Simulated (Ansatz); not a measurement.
# W (sc type): the cost of one run

Method: DFT, PBE, PAW with Ansatz's default frozen-core files, scalar-relativistic, in Ansatz 0.2.0.

### Step 1. The starting structure

Symmetry: Pm-3m, No. 221, cubic system. The conventional cell has a = 2.593 Å, b = 2.593 Å, c = 2.593 Å, α = 90.00°, β = 90.00°, γ = 90.00°. Around W (site symmetry m-3m) lie 6 W at 2.59 Å.

Structure file:

```cif
data_structure
_symmetry_space_group_name_H-M 'Pm-3m'
_symmetry_Int_Tables_number 221
_cell_length_a 2.5931
_cell_length_b 2.5931
_cell_length_c 2.5931
_cell_angle_alpha 90.000
_cell_angle_beta 90.000
_cell_angle_gamma 90.000
_cell_volume 17.44
loop_
_atom_site_label
_atom_site_type_symbol
_atom_site_symmetry_multiplicity
_atom_site_Wyckoff_symbol
_atom_site_fract_x
_atom_site_fract_y
_atom_site_fract_z
_atom_site_occupancy
W1 W 1 a 0.00000 0.00000 0.00000 1
```

The file gives the conventional cell by its symmetry; the runs use the cell typed in the input.

Whether this phase is the stable one at these pressures isn't tested.

### Step 2. Cell relaxed at zero pressure, PAW

Contents of input.yaml:

```yaml
crystal:
  lattice:
    - [2.5931079797, 0.0, 0.0]
    - [0.0, 2.5931079797, 0.0]
    - [0.0, 0.0, 2.5931079797]
  atoms:
    - { symbol: W, position: [0.0, 0.0, 0.0] }
kpoints:
  mp_grid: { grid: [16, 16, 16] }
scf:
  occupations: { method: fermi_dirac, width: 0.1 }
hamiltonian:
  xc: pbe
  pseudopotentials: { kind: paw }
output:
  forces: true
  stress: true
relax:
  f_tol: 0.005
  max_steps: 40
  cell: {}
```

On the command line:

```
ansatz run input.yaml --threads 1 --pin off --max-ram 2048MiB --backend cpu --events-out ev --progress --plain --runs-dir out
```

What time and memory should one allow on 1 thread of Intel Xeon Platinum 8488C (Sapphire Rapids), shared host?

About 7.2 s, with a peak of 0.36 GiB.
